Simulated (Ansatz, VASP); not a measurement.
**Al40Mo12SeS23O60 (amorphous Al2O3 against MoS2, 10.6 A) in two plane-wave programs**

Wanted: the spread between two codes on one cell, functional and k mesh. The structure shown is the start of the Ansatz relaxation below; VASP solves that cell, so the two are compared at the walk's first step.

Main program and level: Ansatz 0.2.0; plane waves, with VASP 6.6.1 beside it; single point at PBE with D3(BJ).

**1. The starting structure**

The cell holds 136 atoms: 12 Mo, 23 S, 1 Se, 40 Al and 60 O. Its edges and angles: a = 9.540 Å, b = 11.016 Å, c = 18.050 Å, α = 90.0°, β = 90.0°, γ = 90.0°. It derives from MoS2 (one layer of 2H-MoS2 (a = 3.18 A), 3 x 2 rectangular cells). A slab of one layer of 2H-MoS2 (a = 3.18 A), 3 x 2 rectangular cells. 100 atoms (40 Al, 60 O) packed at random between the slab and its periodic image at 3.05 g/cm^3 (a layer of 10.6 A) and pushed apart as soft spheres. Langevin MD at fixed cell with the MACE-MP-0b2 small potential (Batatia et al., arXiv:2401.00096), steps of 1.5 fs: 0.63 ps at 3000 K with the crystal held, 3000 to 900 K in 1.8 ps with the crystal held, 900 to 300 K in 0.9 ps with its inner planes held; soft walls kept the melt off the sheet. Then all atoms and the cell's height relaxed. The structure's axis is c. Nearest the centre at fractional (0.686, 0.414, 0.043): Se36 at 0.00 Å, Mo6 at 2.41 Å, Mo11 at 2.41 Å, Mo10 at 2.41 Å, S31 at 3.13 Å, S30 at 3.15 Å, S33 at 3.16 Å, S16 at 3.16 Å.

**2. Ansatz: relaxation, PBE with D3(BJ)**

Ansatz runs on its default PAW (the set named soft_2) files.

The two programs are compared at the cell with which this relaxation starts, whose forces are those of its first step.

The input, input.yaml:

```yaml
crystal:
  lattice:
    - [9.54, 0.0, 0.0]
    - [0.0, 11.01584, 0.0]
    - [0.0, 0.0, 18.04985]
  atoms:
    - { symbol: Mo, position: [0.01721, 0.08251, 0.12932] }
    - { symbol: S, position: [0.18525, 0.16472, 0.21499] }
    - { symbol: S, position: [0.1855, 0.16341, 0.04272] }
[... 1 atom line left out ...]
    - { symbol: S, position: [0.02027, 0.41585, 0.21578] }
    - { symbol: S, position: [0.01746, 0.41491, 0.04261] }
    - { symbol: Mo, position: [0.01867, 0.58203, 0.12874] }
    - { symbol: S, position: [0.18553, 0.6657, 0.21529] }
    - { symbol: S, position: [0.18556, 0.66514, 0.04244] }
    - { symbol: Mo, position: [0.18529, 0.83178, 0.12787] }
    - { symbol: S, position: [0.01833, 0.91403, 0.21443] }
    - { symbol: S, position: [0.01665, 0.91817, 0.04236] }
[... 1 atom line left out ...]
    - { symbol: S, position: [0.51739, 0.16507, 0.21592] }
    - { symbol: S, position: [0.52009, 0.16504, 0.04295] }
    - { symbol: Mo, position: [0.51881, 0.33143, 0.12902] }
[... 1 atom line left out ...]
    - { symbol: S, position: [0.35211, 0.41424, 0.04226] }
[... 2 atom lines left out ...]
    - { symbol: S, position: [0.5187, 0.66389, 0.04192] }
    - { symbol: Mo, position: [0.51832, 0.83134, 0.12826] }
    - { symbol: S, position: [0.35158, 0.91442, 0.21502] }
    - { symbol: S, position: [0.35262, 0.91523, 0.0416] }
    - { symbol: Mo, position: [0.68503, 0.08185, 0.13041] }
    - { symbol: S, position: [0.85198, 0.16525, 0.21745] }
[... 2 atom lines left out ...]
    - { symbol: S, position: [0.68417, 0.41523, 0.2167] }
    - { symbol: Se, position: [0.68639, 0.41445, 0.04317] }
    - { symbol: Mo, position: [0.68451, 0.58113, 0.1295] }
    - { symbol: S, position: [0.85174, 0.66551, 0.21556] }
    - { symbol: S, position: [0.84974, 0.6635, 0.04281] }
[... 1 atom line left out ...]
    - { symbol: S, position: [0.6847, 0.91357, 0.2157] }
    - { symbol: S, position: [0.68441, 0.91656, 0.04216] }
    - { symbol: Al, position: [0.79623, 0.40289, 0.8144] }
[... 1 atom line left out ...]
    - { symbol: Al, position: [0.83686, 0.71814, 0.85485] }
[... 16 atom lines left out ...]
    - { symbol: Al, position: [0.95158, 0.20478, 0.82782] }
[... 4 atom lines left out ...]
    - { symbol: Al, position: [0.58205, 0.58479, 0.85046] }
[... 8 atom lines left out ...]
    - { symbol: Al, position: [0.40534, 0.31206, 0.87253] }
[... 6 atom lines left out ...]
    - { symbol: O, position: [0.22169, 0.31112, 0.89114] }
[... 3 atom lines left out ...]
    - { symbol: O, position: [0.41851, 0.26982, 0.77453] }
[... 1 atom line left out ...]
    - { symbol: O, position: [0.70804, 0.35261, 0.73071] }
[... 1 atom line left out ...]
    - { symbol: O, position: [0.76913, 0.25144, 0.84894] }
    - { symbol: O, position: [0.50252, 0.44725, 0.8817] }
[... 7 atom lines left out ...]
    - { symbol: O, position: [0.76689, 0.55003, 0.85077] }
[... 12 atom lines left out ...]
    - { symbol: O, position: [0.99296, 0.77095, 0.90948] }
[... 1 atom line left out ...]
    - { symbol: O, position: [0.38524, 0.13611, 0.88226] }
[... 5 atom lines left out ...]
    - { symbol: O, position: [0.64853, 0.7499, 0.86447] }
[... 5 atom lines left out ...]
    - { symbol: O, position: [0.16346, 0.5648, 0.88718] }
[... 5 atom lines left out ...]
    - { symbol: O, position: [0.00304, 0.10346, 0.90282] }
[... 7 atom lines left out ...]
    - { symbol: O, position: [0.98153, 0.37223, 0.81533] }
    - { symbol: O, position: [0.22912, 0.4935, 0.59909] }
kpoints:
  mp_grid: { grid: [2, 1, 1] }
hamiltonian:
  xc: pbe
  dispersion: d3bj
scf:
  occupations: { method: fermi_dirac, width: 0.1 }
output:
  forces: true
  eigenvalues: true
relax:
  f_tol: 0.05
  max_steps: 90
```

Launch:

```bash
> ansatz run input.yaml --threads 4 --pin off --max-ram 15872MiB --backend cpu --events-out ev --progress --plain --runs-dir out
```

Numbers of over 12 decimals in the logs are rounded to 6 here.

The program printed:

```text
Engine: ansatz 0.2.0, aarch64-unknown-linux-gnu
Pseudopotentials: kind: paw
Pseudopotential: Mo, paw, valence charge 14, recommended cutoff 420 eV (normal), Mo.paw.azcp
Pseudopotential: S, paw, valence charge 6, recommended cutoff 420 eV (normal), S.paw.azcp
Pseudopotential: Se, paw, valence charge 16, recommended cutoff 420 eV (normal), Se.paw.azcp
Pseudopotential: Al, paw, valence charge 3, recommended cutoff 420 eV (normal), Al.paw.azcp
Pseudopotential: O, paw, valence charge 6, recommended cutoff 420 eV (normal), O.paw.azcp
Functional definition: PBE
  parameter kappa = 0.804
  parameter beta = 0.066725
  exchange = pbe_x(kappa = kappa, mu = beta*pi^2/3)
  correlation = pbe_c(beta = beta)
Crystal: 136 atoms, lattice volume = 1896.879 Å³
Basis set: ecut = 420 eV, 37103 PW (Γ), exchange–correlation on 128×150×250 points (8 copies of the dense FFT grid, shifted against one another)
Bands: 537, of which v1, the nominal top of the filled ones, is band 401 counted from 1 (400 counted from 0)
Symmetry: 1 space group operations
Space group: P1 (ITA 1), of the structure as read, at distance tolerance 1.2e-4 Å
k-points: 2
Non-local potential: Mo, projectors of the file, l = 0: 3, l = 1: 2, l = 2: 2, l = 3: 1
Non-local potential: S, projectors of the file, l = 0: 2, l = 1: 2, l = 2: 2
Non-local potential: Se, projectors of the file, l = 0: 2, l = 1: 2, l = 2: 3, l = 3: 1
Non-local potential: Al, projectors of the file, l = 0: 2, l = 1: 2, l = 2: 1
Non-local potential: O, projectors of the file, l = 0: 2, l = 1: 2, l = 2: 1
PAW form: soft (Blöchl's): semilocal exchange-correlation on the pseudo side does not see the compensation charge
PAW one-centre angular grid: Mo, 590 points (default); XC on 64 Gauss nodes
PAW one-centre angular grid: S, 110 points (default); XC on 64 Gauss nodes
PAW one-centre angular grid: Se, 590 points (default); XC on 64 Gauss nodes
PAW one-centre angular grid: Al, 110 points (default); XC on 64 Gauss nodes
PAW one-centre angular grid: O, 110 points (default); XC on 64 Gauss nodes
Initial density: superposition of atomic densities (neutral atoms: chi_scale 0, normalization atom), corrected by the library's trained network
Initial wavefunctions: pseudopotential atomic-orbital guess
Functional: x = pbe(κ = 0.804, μ = 0.219515), c = pbe(β = 0.066725)
SCF iter   1: F=—  HF=-141421.434338 eV  |F-HF|=—  |Δ(HF+E_count)|=         —  Δρ=3.87e-3  dr2=2.78e-1  ethr=1.77e-3  ⟨swp⟩=6.0  Hψ=4585  notcnv=0  defer=124
preconditioner: auto → Resta (q_TF=auto, 2.364 Å⁻¹)  ε∞=4.4  [insulator: Δε(μ)=1.578 eV  Ē_g=12.240 eV  σ=0.100 eV  W_gap=1.00  n_scr=418 (ndim 8)  ℏωp=22.5 eV  f_vac=0.082  D(μ)=0.02/eV (n_scr^D=0)  ε∞_Penn≈4.4]
SCF iter   2: F=—  HF=-141421.480585 eV  |F-HF|=—  |Δ(HF+E_count)|=   4.62e-2  Δρ=2.39e-3  dr2=1.06e-1  ethr=3.46e-5  ⟨swp⟩=2.0  Hψ=1929  notcnv=0  defer=146
SCF iter   3: F=—  HF=-141421.502877 eV  |F-HF|=—  |Δ(HF+E_count)|=   2.23e-2  Δρ=1.56e-3  dr2=8.87e-2  ethr=1.32e-5  ⟨swp⟩=2.0  Hψ=1336  notcnv=0  defer=146
SCF iter   4: F=—  HF=-141421.506833 eV  |F-HF|=—  |Δ(HF+E_count)|=   3.96e-3  Δρ=4.79e-4  dr2=7.78e-3  ethr=1.11e-5  ⟨swp⟩=2.0  Hψ=1160  notcnv=0  defer=146
SCF iter   5: F=—  HF=-141421.506540 eV  |F-HF|=—  |Δ(HF+E_count)|=   2.93e-4  Δρ=1.64e-4  dr2=9.15e-4  ethr=9.70e-7  ⟨swp⟩=3.0  Hψ=1783  notcnv=0  defer=156
SCF iter   6: F=—  HF=-141421.506736 eV  |F-HF|=—  |Δ(HF+E_count)|=   1.96e-4  Δρ=1.32e-4  dr2=8.07e-4  ethr=1.14e-7  ⟨swp⟩=2.0  Hψ=1330  notcnv=0  defer=156
SCF iter   7: F=—  HF=-141421.506747 eV  |F-HF|=—  |Δ(HF+E_count)|=   1.11e-5  Δρ=6.52e-5  dr2=1.74e-4  ethr=1.01e-7  ⟨swp⟩=2.0  Hψ=1210  notcnv=0  defer=156
SCF iter   8: F=-141421.506772 eV  HF=-141421.506769 eV  |F-HF|=3.20e-6  |Δ(HF+E_count)|=   2.16e-5  Δρ=2.49e-5  dr2=1.85e-5  ethr=7.79e-9  ⟨swp⟩=15.5  Hψ=6030  notcnv=0
SCF 1 converged in 8 iterations: F = -141421.506772 eV  dr2 = 1.85e-5
  greatest PAW one-centre occupation: 1.000 electrons in one spin orbital (limit 2), on the Se atom at site 29 (counted from 0), in its partial waves of l = 2
relax step   1: F+E_penalty+E_count = -141421.50677196 eV  Δ(F+E_penalty+E_count) = +0.000e0 eV  max|allowed force component| = 2.994e0 eV/Å  Δτ_max = 0.0000 Å  (8 SCF iters, dr2 threshold 6.25e-5 eV, accepted)
Initial density: handed on by an earlier stage of this run
Initial wavefunctions: those handed on with the density
iter 1 solved again at ethr=9.13e-5 eV; its pass at ethr=3.10e-3 eV (dr2=7.32e-1 eV) is discarded
SCF iter   1: F=—  HF=-141421.831284 eV  |F-HF|=—  |Δ(HF+E_count)|=         —  Δρ=3.37e-3  dr2=6.56e-1  ethr=9.13e-5  ⟨swp⟩=1.5  Hψ=3132  notcnv=0  defer=179
preconditioner: auto → Resta (q_TF=auto, 2.364 Å⁻¹)  ε∞=4.4  [insulator: Δε(μ)=1.613 eV  Ē_g=12.223 eV  σ=0.100 eV  W_gap=1.00  n_scr=418 (ndim 8)  ℏωp=22.5 eV  f_vac=0.082  D(μ)=0.02/eV (n_scr^D=0)  ε∞_Penn≈4.4]
[...]
- { symbol: Se, position: [0.688885, 0.412496, 0.033532] }
    - { symbol: Mo, position: [0.686351, 0.581371, 0.128953] }
    - { symbol: S, position: [0.853471, 0.663632, 0.215782] }
    - { symbol: S, position: [0.852670, 0.663627, 0.043118] }
    - { symbol: Mo, position: [0.852862, 0.830335, 0.129086] }
    - { symbol: S, position: [0.686394, 0.912270, 0.216545] }
    - { symbol: S, position: [0.686806, 0.914929, 0.042996] }
    - { symbol: Al, position: [0.795884, 0.403387, 0.814014] }
    - { symbol: Al, position: [0.567012, 0.698574, 0.663537] }
    - { symbol: Al, position: [0.836112, 0.718473, 0.854491] }
    - { symbol: Al, position: [0.227400, 0.909525, 0.764584] }
    - { symbol: Al, position: [0.248910, 0.673127, 0.579193] }
    - { symbol: Al, position: [0.888534, 0.427475, 0.471792] }
    - { symbol: Al, position: [0.771786, 0.850036, 0.566504] }
    - { symbol: Al, position: [0.382663, 0.569545, 0.426371] }
    - { symbol: Al, position: [0.663585, 0.891299, 0.808341] }
    - { symbol: Al, position: [0.837361, 0.156953, 0.396415] }
    - { symbol: Al, position: [0.824354, 0.119164, 0.581589] }
    - { symbol: Al, position: [0.989988, 0.937977, 0.886347] }
    - { symbol: Al, position: [0.194824, 0.128578, 0.877987] }
    - { symbol: Al, position: [0.329211, 0.975843, 0.520316] }
    - { symbol: Al, position: [0.525819, 0.180009, 0.593471] }
    - { symbol: Al, position: [0.069160, 0.410040, 0.617567] }
    - { symbol: Al, position: [0.960188, 0.661475, 0.685334] }
    - { symbol: Al, position: [0.797017, 0.577268, 0.583303] }
    - { symbol: Al, position: [0.341462, 0.396237, 0.545689] }
    - { symbol: Al, position: [0.951173, 0.205227, 0.828036] }
    - { symbol: Al, position: [0.501734, 0.094056, 0.408618] }
    - { symbol: Al, position: [0.930079, 0.887357, 0.437618] }
    - { symbol: Al, position: [0.145531, 0.432039, 0.840688] }
    - { symbol: Al, position: [0.454100, 0.105411, 0.790031] }
[...]
- { symbol: Al, position: [0.052337, 0.627744, 0.443105] }
    - { symbol: Al, position: [0.403897, 0.312663, 0.872284] }
    - { symbol: Al, position: [0.093963, 0.878510, 0.605344] }
    - { symbol: Al, position: [0.710211, 0.183100, 0.759788] }
    - { symbol: Al, position: [0.659791, 0.390536, 0.638562] }
    - { symbol: Al, position: [0.543116, 0.973817, 0.665557] }
    - { symbol: Al, position: [0.170570, 0.369705, 0.405331] }
    - { symbol: Al, position: [0.332428, 0.623137, 0.740197] }
    - { symbol: O, position: [0.220375, 0.311401, 0.891304] }
    - { symbol: O, position: [0.725869, 0.437934, 0.539325] }
    - { symbol: O, position: [0.716228, 0.992633, 0.607231] }
    - { symbol: O, position: [0.497910, 0.688773, 0.418686] }
    - { symbol: O, position: [0.417343, 0.270422, 0.774373] }
    - { symbol: O, position: [0.887326, 0.142710, 0.738726] }
    - { symbol: O, position: [0.707727, 0.352908, 0.730610] }
    - { symbol: O, position: [0.935739, 0.510547, 0.651279] }
    - { symbol: O, position: [0.768395, 0.252100, 0.849109] }
    - { symbol: O, position: [0.501568, 0.447703, 0.881747] }
    - { symbol: O, position: [0.426149, 0.042160, 0.595103] }
    - { symbol: O, position: [0.170874, 0.950646, 0.855187] }
    - { symbol: O, position: [0.253451, 0.475149, 0.754933] }
    - { symbol: O, position: [0.845340, 0.892690, 0.827959] }
    - { symbol: O, position: [0.102293, 0.720616, 0.636912] }
    - { symbol: O, position: [0.589479, 0.781071, 0.569372] }
    - { symbol: O, position: [0.180896, 0.061751, 0.489742] }
    - { symbol: O, position: [0.765972, 0.550349, 0.850721] }
    - { symbol: O, position: [0.027892, 0.475025, 0.408612] }
    - { symbol: O, position: [0.469199, 0.948505, 0.457180] }
    - { symbol: O, position: [0.669787, 0.105049, 0.371338] }
    - { symbol: O, position: [0.254046, 0.844829, 0.558153] }
    - { symbol: O, position: [0.508018, 0.620955, 0.764307] }
    - { symbol: O, position: [0.00577733, 0.127008, 0.604678] }
[...]
- { symbol: O, position: [0.333757, 0.106077, 0.365927] }
    - { symbol: O, position: [0.976954, 0.017473, 0.379371] }
    - { symbol: O, position: [0.771935, 0.330075, 0.416742] }
    - { symbol: O, position: [0.702189, 0.239106, 0.599809] }
    - { symbol: O, position: [0.113454, 0.961386, 0.691039] }
    - { symbol: O, position: [0.157440, 0.287012, 0.666282] }
    - { symbol: O, position: [0.980947, 0.372653, 0.815171] }
    - { symbol: O, position: [0.228440, 0.493877, 0.599330] }
```

**3. VASP: single point, PBE with D3(BJ), start cell**

The same cell, functional, mesh and smearing now go to VASP, with its own data sets.

Lines of VASP's logs that name or quote its potential files are left out, and so is its time.

The input, INCAR:

```
SYSTEM = Al40Mo12SeS23O60
PREC = Accurate
ENCUT = 520
EDIFF = 1E-06
NELM = 120
ISMEAR = -1
SIGMA = 0.1
LREAL = Auto
ALGO = Normal
GGA = PE
IVDW = 12
NBANDS = 491
LASPH = .TRUE.
LORBIT = 11
LWAVE = .FALSE.
LCHARG = .FALSE.
ISIF = 2
GGA_COMPAT = .FALSE.
EFERMI = MIDGAP
```

The input, POSCAR:

```
Al40Mo12SeS23O60
1.0
    9.5400000000      0.0000000000      0.0000000000
    0.0000000000     11.0158400000      0.0000000000
    0.0000000000      0.0000000000     18.0498500000
Mo S Se Al O
12 23 1 40 60
Direct
    0.0172117400      0.0825084605      0.1293196342
    0.1853773585      0.3317041642      0.1283113156
    0.0186687631      0.5820255196      0.1287379119
[... 1 atom line left out ...]
    0.3524947589      0.0811013958      0.1289096585
    0.5188050314      0.3314318291      0.1290204628
    0.3516352201      0.5812811370      0.1284110394
    0.5183228512      0.8313392351      0.1282614537
    0.6850314465      0.0818457784      0.1304110560
    0.8518867925      0.3321308225      0.1305883428
    0.6845073375      0.5811268138      0.1295024612
    0.8506498952      0.8314390913      0.1281617299
[... 1 atom line left out ...]
    0.1855031447      0.1634101439      0.0427205766
    0.0202725367      0.4158466354      0.2157801865
    0.0174633124      0.4149116182      0.0426097724
[... 1 atom line left out ...]
    0.1855555556      0.6651421952      0.0424380258
[... 2 atom lines left out ...]
    0.5173899371      0.1650713881      0.2159186918
    0.5200943396      0.1650441546      0.0429477253
    0.3521698113      0.4145666604      0.2144006737
    0.3521069182      0.4142398582      0.0422607390
    0.5173060797      0.6651694287      0.2153923717
    0.5187002096      0.6638894537      0.0419172458
[... 2 atom lines left out ...]
    0.8519811321      0.1652529449      0.2174477904
    0.8499266247      0.1664875307      0.0442275144
    0.6841719078      0.4152293425      0.2166998618
    0.8517400419      0.6655143866      0.2155585780
    0.8497379455      0.6634991067      0.0428092200
[... 1 atom line left out ...]
    0.6844129979      0.9165619689      0.0421610152
    0.6863941300      0.4144486485      0.0431693338
    0.7962264151      0.4028925620      0.8144001197
[... 1 atom line left out ...]
    0.8368553459      0.7181386077      0.8548492093
[... 16 atom lines left out ...]
    0.9515828092      0.2047778472      0.8278185137
[... 4 atom lines left out ...]
    0.5820545073      0.5847942599      0.8504613612
[... 8 atom lines left out ...]
    0.4053354298      0.3120597249      0.8725280265
[... 6 atom lines left out ...]
    0.2216876310      0.3111156299      0.8911375995
[... 3 atom lines left out ...]
    0.4185115304      0.2698205493      0.7745327523
[... 1 atom line left out ...]
    0.7080398323      0.3526104228      0.7307096735
[... 1 atom line left out ...]
    0.7691299790      0.2514379294      0.8489378028
    0.5025157233      0.4472468736      0.8817026180
[... 7 atom lines left out ...]
    0.7668867925      0.5500261442      0.8507716131
[... 12 atom lines left out ...]
    0.9929559748      0.7709534634      0.9094812422
[... 1 atom line left out ...]
    0.3852410901      0.1361130881      0.8822621795
[... 5 atom lines left out ...]
    0.6485324948      0.7499019594      0.8644725579
[... 5 atom lines left out ...]
    0.1634591195      0.5647957850      0.8871818879
[... 5 atom lines left out ...]
    0.0030398323      0.1034601084      0.9028219071
[... 7 atom lines left out ...]
    0.9815303983      0.3722276286      0.8153308753
    0.2291194969      0.4934984531      0.5990908512
```

The input, KPOINTS:

```
Automatic mesh
0
Gamma
2 1 1
0 0 0
```

Potentials, in the order of the species: Mo_sv, S, Se, Al and O (PBE family, release 64).

Launch:

```bash
> export OMP_NUM_THREADS=3
> mpirun -np 1 vasp_std
```

The program printed:

```text
[banner, memory and clock lines left out]
running    1 mpi-ranks, on    1 nodes
[...]
Offloading initialized ...    1 GPUs detected
[...]
LDA part: xc-table for (Slater+PW92), standard interpolation
 POSCAR, INCAR and KPOINTS ok, starting setup
[...]
entering main loop
       N       E                     dE             d eps       ncg     rms          rms(c)
DAV:   1     0.588029210712E+04    0.58803E+04   -0.41600E+05  2060   0.150E+03
DAV:   2    -0.598121735816E+03   -0.64784E+04   -0.62697E+04  2370   0.354E+02
DAV:   3    -0.110239611539E+04   -0.50427E+03   -0.49852E+03  2288   0.101E+02
DAV:   4    -0.111483605606E+04   -0.12440E+02   -0.12337E+02  2384   0.157E+01
[...]
DAV:  19    -0.983136698819E+03   -0.15930E-05   -0.70810E-05  2176   0.242E-02    0.183E-02
DAV:  20    -0.983136700419E+03   -0.16002E-05   -0.36887E-05  2152   0.151E-02    0.123E-02
DAV:  21    -0.983136700679E+03   -0.25925E-06   -0.65127E-06  1992   0.803E-03
   1 F= -.10141671E+04 E0= -.10141663E+04  d E =-.160433E-02
```

From OUTCAR (step 3):

```text
  FREE ENERGIE OF THE ION-ELECTRON SYSTEM (eV)
  ---------------------------------------------------
  free  energy   TOTEN  =     -1014.1670794820 eV

  energy  without entropy=    -1014.1654751512  energy(sigma->0) =    -1014.16627732
```

This run has no spin polarisation, so a moment on Mo, if there is one, isn't seen.

**4. Differences**

Known differences besides the potentials themselves: the data sets hold 802 valence electrons in Ansatz (on its default PAW (the set named soft_2) files) and 792 in VASP; the cutoff is 420 eV in Ansatz and 520 eV in VASP (PREC = Accurate, projectors in real space). Total energies have different zeros and are not compared.

Forces on 7 of the 136 atoms, those with the largest forces and the largest differences (eV/Å; atoms numbered as in POSCAR):

| atom | Ansatz x, y, z | VASP x, y, z |
| --- | --- | --- |
| Mo6 | -0.921, -0.527, 0.960 | -0.942, -0.540, 0.982 |
| Mo10 | 0.903, -0.518, 0.983 | 0.926, -0.532, 1.004 |
| Mo11 | -0.010, 1.050, 0.964 | -0.010, 1.075, 0.985 |
| Se36 | 0.033, -0.020, -2.994 | 0.038, -0.016, -3.043 |
| Al37 | 0.015, 0.006, -0.066 | 0.017, 0.032, -0.066 |
| Al53 | -0.044, -0.016, -0.071 | -0.048, -0.017, -0.053 |
| Al74 | -0.032, -0.071, -0.031 | -0.039, -0.077, -0.034 |

The forces differ by 9.4 meV/Å r.m.s., which is 4.8 % of the r.m.s. force of 0.197 eV/Å (both taken over all components).

**5. Outcome**

```json
{"r.m.s. force difference (single point, PBE with D3(BJ), start cell)": "9.4 meV/Å"}
```

**Reading.** The r.m.s. force difference is 9.4 meV/Å (single point, PBE with D3(BJ), start cell), within the 12 meV/Å picked in this series as the mark of a large difference. The data sets hold unlike numbers of valence electrons (802 in Ansatz and 792 in VASP), so part of the differences comes from the potentials. 1 further run of this series is not shown here. Such differences can come from data sets, numerical settings and the points named under the comparisons, not from the functional's error against experiment.

[Lines on the potential files, build, host, timing and source positions are cut from VASP's logs without a mark.]

[Logs are printed without paths, hosts, clocks, repeated set-up lines and the standing remarks that a program may print on its own settings, such as how far it seeks lower states.]

[Hosts, paths, dates, database ids (printed as entryN), source tags and the programs' standing remarks are cut or masked in the printed files.]
